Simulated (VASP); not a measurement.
Calculation: PBE GGA, VASP's PBE PAW potentials (set 64) (plane waves; VASP 6.6.1).

VASP input:

### INCAR
```
GGA = PE   ! PBE
LCHARG = F
LWAVE = F
LMAXMIX = 4   ! l cut-off of mixed one-centre charges
SYSTEM = CsCl
SIGMA = 0.05
LASPH = T
NELM = 100
ICHARG = 11   ! fixed density
ISMEAR = 0   ! Gaussian
LREAL = F   ! projection in real space or not
PREC = Accurate
ENCUT = 520
EDIFF = 1E-6
ALGO = Normal
```

POSCAR:
```
CsCl
1
    4.2098955684     0.0000000000     0.0000000000
    0.0000000000     4.2098955684     0.0000000000
    0.0000000000     0.0000000000     4.2098955684
Cs Cl
1 1
Direct
  0.0000000000   0.0000000000   0.0000000000
  0.5000000000   0.5000000000   0.5000000000
```

File KPOINTS:
```
k-points along high-symmetry lines
15
Line-mode
Reciprocal
  0.000000   0.000000   0.000000 ! GAMMA
  0.000000   0.500000   0.000000 ! X

  0.000000   0.500000   0.000000 ! X
  0.500000   0.500000   0.000000 ! M

  0.500000   0.500000   0.000000 ! M
  0.000000   0.000000   0.000000 ! GAMMA

  0.000000   0.000000   0.000000 ! GAMMA
  0.500000   0.500000   0.500000 ! R

  0.500000   0.500000   0.500000 ! R
  0.000000   0.500000   0.000000 ! X

  0.500000   0.500000   0.500000 ! R
  0.500000   0.500000   0.000000 ! M
```

POTCAR, in this order: Cs_sv Cl (PBE.64 set). Program: vasp_std. Read from the step before: CHGCAR.

Output

**OSZICAR**
```
       N       E                     dE             d eps       ncg     rms          rms(c)
DAV:   1     0.947044734530E+02    0.94704E+02   -0.68581E+03  2160   0.113E+03
DAV:   2     0.779596225756E+00   -0.93925E+02   -0.87665E+02  3304   0.186E+02
DAV:   3    -0.649469894988E+01   -0.72743E+01   -0.72360E+01  2708   0.586E+01
DAV:   4    -0.658091983761E+01   -0.86221E-01   -0.86184E-01  2536   0.766E+00
DAV:   5    -0.658218002109E+01   -0.12602E-02   -0.12600E-02  2720   0.906E-01
DAV:   6    -0.658221308360E+01   -0.33063E-04   -0.33060E-04  2568   0.144E-01
DAV:   7    -0.658221417684E+01   -0.10932E-05   -0.10931E-05  2700   0.237E-02
DAV:   8    -0.658221421343E+01   -0.36591E-07   -0.36589E-07  1956   0.431E-03
   1 F= -.65822142E+01 E0= -.65822142E+01  d E =-.284597E-13
```

File OUTCAR:
```
 val. band max:       -0.6296899246   @ k =   0.0000   0.0000   0.0000

 cond. band min:       4.3565105375   @ k =   0.0000   0.0000   0.0000



 k-point     1 :       0.0000    0.0000    0.0000
  band No.  band energies     occupation
      1     -20.1044      2.00000
      2     -12.7267      2.00000
      3      -6.6314      2.00000
      4      -6.6314      2.00000
      5      -6.6314      2.00000
      6      -0.6297      2.00000
      7      -0.6297      2.00000
      8      -0.6297      2.00000
      9       4.3565      0.00000
     10       4.8104      0.00000
     11       4.8104      0.00000
     12       9.1676      0.00000

 k-point     2 :       0.0000    0.0357    0.0000
  band No.  band energies     occupation
      1     -20.1037      2.00000
      2     -12.7269      2.00000
      3      -6.6381      2.00000
      4      -6.6301      2.00000
      5      -6.6301      2.00000
      6      -0.6464      2.00000
      7      -0.6319      2.00000
      8      -0.6319      2.00000
      9       4.3865      0.00000
     10       4.8185      0.00000
     11       4.8386      0.00000
     12       9.1556      0.00000

 k-point     3 :       0.0000    0.0714    0.0000
  band No.  band energies     occupation
      1     -20.1014      2.00000
      2     -12.7277      2.00000
      3      -6.6578      2.00000
      4      -6.6261      2.00000
      5      -6.6261      2.00000
      6      -0.6949      2.00000
      7      -0.6384      2.00000
      8      -0.6384      2.00000
      9       4.4744      0.00000
     10       4.8427      0.00000
     11       4.9225      0.00000
     12       9.1533      0.00000

 k-point     4 :       0.0000    0.1071    0.0000
  band No.  band energies     occupation
      1     -20.0977      2.00000
      2     -12.7290      2.00000
      3      -6.6890      2.00000
      4      -6.6196      2.00000
      5      -6.6196      2.00000
      6      -0.7706      2.00000
      7      -0.6489      2.00000
...
```

The density is held fixed in this step, so its total energy and stress have no physical meaning. Unless said otherwise, spin-orbit coupling is left out, though it shifts the bands of the heavy elements here.

The compound is CsCl in the CsCl type structure. It was relaxed first, which changed the volume by +7 %.
